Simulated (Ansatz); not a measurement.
## Au (bcc)

The computed numbers are results of PBE with spin–orbit coupling (two-component spinors) in the plane-wave PAW code Ansatz at 420 eV, 18×18×18 k-mesh, Gaussian smearing of 0.05 eV; PAW files: Ansatz's generated set soft_2.

```cif
data_structure
_symmetry_space_group_name_H-M 'Im-3m'
_symmetry_Int_Tables_number 229
_cell_length_a 3.2918
_cell_length_b 3.2918
_cell_length_c 3.2918
_cell_angle_alpha 90.000
_cell_angle_beta 90.000
_cell_angle_gamma 90.000
_cell_volume 35.67
loop_
_atom_site_label
_atom_site_type_symbol
_atom_site_symmetry_multiplicity
_atom_site_Wyckoff_symbol
_atom_site_fract_x
_atom_site_fract_y
_atom_site_fract_z
_atom_site_occupancy
Au1 Au 2 a 0.00000 0.00000 0.00000 1
```

At room temperature and ambient pressure Au is fcc.

The pressure at this geometry is -0.1 GPa.

Question: Which orbitals carry the states at the Fermi level, and how many states are there?

Answer: Within 0.1 eV of it: Au 6s 51 %, Au 5d 49 % (shares among the projected shells, which hold 76 % of the states there). The density of states at the Fermi level is about 0.3 states/eV per cell, averaged over 0.3 eV.

Density of states (tetrahedra, averaged over 0.3 eV; states/eV per cell of 1 atom; energy in eV from the Fermi level; projections on Löwdin-orthogonalised atomic orbitals, summed over sites):

```tsv
E	total	Au 5d	Au 6s
-7.60	0.18	0.02	0.15
-7.30	0.24	0.05	0.19
-7.00	0.60	0.31	0.29
-6.70	1.09	0.72	0.36
-6.40	1.57	1.25	0.31
-6.10	2.14	1.91	0.21
-5.80	2.43	2.36	0.06
-5.50	3.60	3.54	0.03
-5.20	1.80	1.74	0.05
-4.90	0.95	0.81	0.12
-4.60	1.85	1.61	0.18
-4.30	1.24	1.07	0.11
-4.00	0.85	0.75	0.07
-3.70	0.88	0.81	0.04
-3.40	1.47	1.41	0.04
-3.10	4.22	4.12	0.07
-2.80	2.19	2.14	0.04
-2.50	2.35	2.27	0.07
-2.20	2.52	2.39	0.09
-1.90	1.33	1.22	0.08
-1.60	1.05	0.95	0.08
-1.30	0.44	0.33	0.09
-1.00	0.31	0.19	0.10
-0.70	0.31	0.16	0.11
-0.40	0.31	0.14	0.12
-0.10	0.31	0.12	0.12
0.20	0.30	0.10	0.12
0.50	0.30	0.09	0.12
0.80	0.29	0.08	0.12
1.10	0.28	0.07	0.12
1.40	0.28	0.06	0.12
1.70	0.27	0.05	0.12
2.00	0.26	0.04	0.12
2.30	0.26	0.04	0.13
2.60	0.31	0.03	0.19
2.90	0.31	0.03	0.22
3.20	0.22	0.02	0.14
3.50	0.44	0.05	0.29
3.80	0.37	0.03	0.19
4.10	0.35	0.03	0.14
4.40	0.39	0.02	0.11
4.70	0.43	0.02	0.10
5.00	0.41	0.02	0.09
5.30	0.36	0.01	0.07
5.60	0.33	0.01	0.06
5.90	0.32	0.01	0.05
```

With 19 valence electrons in the calculation's cell and no magnetic order, the Kramers pairs of bands, two electrons each, can't all be full or empty: band theory demands a metal.
